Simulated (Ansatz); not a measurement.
# MnSi: computed properties

Theory: DFT PBEsol, scalar-relativistic, plane waves, PAW in Ansatz 0.2.0.

Settings: cutoff 420 eV, Γ-centred mesh 8×8×8 on the computed 8-atom cell, Gaussian smearing of 0.10 eV; collinear spin from starting moments 1 1 1 1 0 0 0 0 μB.

The structure is relaxed at this level of theory with its symmetry kept.

```
Mn Si
1.0
     4.47078    0.00000    0.00000
     0.00000    4.47078    0.00000
     0.00000    0.00000    4.47078
Mn Si
4 4
Direct
  0.13705 0.13705 0.13705
  0.36295 0.86295 0.63705
  0.63705 0.36295 0.86295
  0.86295 0.63705 0.36295
  0.84537 0.84537 0.84537
  0.65463 0.15463 0.34537
  0.34537 0.65463 0.15463
  0.15463 0.34537 0.65463
```

Task: Formation energy from the elements' standard states (uncorrected)?

Result: -0.528 eV/atom.

Task: Density of states at the Fermi level?

Result: 6.61 states/eV per cell.

Task: Löwdin character within 0.5 eV of the Fermi level?

Result: Mn 3d 90 %.

Task: Bulk modulus?

Result: 221 GPa.

Task: Its pressure derivative?

Result: 4.2.

Task: Bader charges (e)?

Result: Mn (4 in the cell) -0.06, Si (4 in the cell) 0.06.

Task: Total moment?

Result: 3.68 μB per cell.

Task: Site moments (μB; atoms counted from 1 over the whole cell)?

Result: Mn (atom 1) 0.91, Mn (atom 2) 0.91, Mn (atom 3) 0.91, Mn (atom 4) 0.91.

Only this magnetic start was tried.

Cost: 6 runs of about 8.4 core-minutes in all, on Intel Xeon 6975P-C (Granite Rapids) (shared hosts).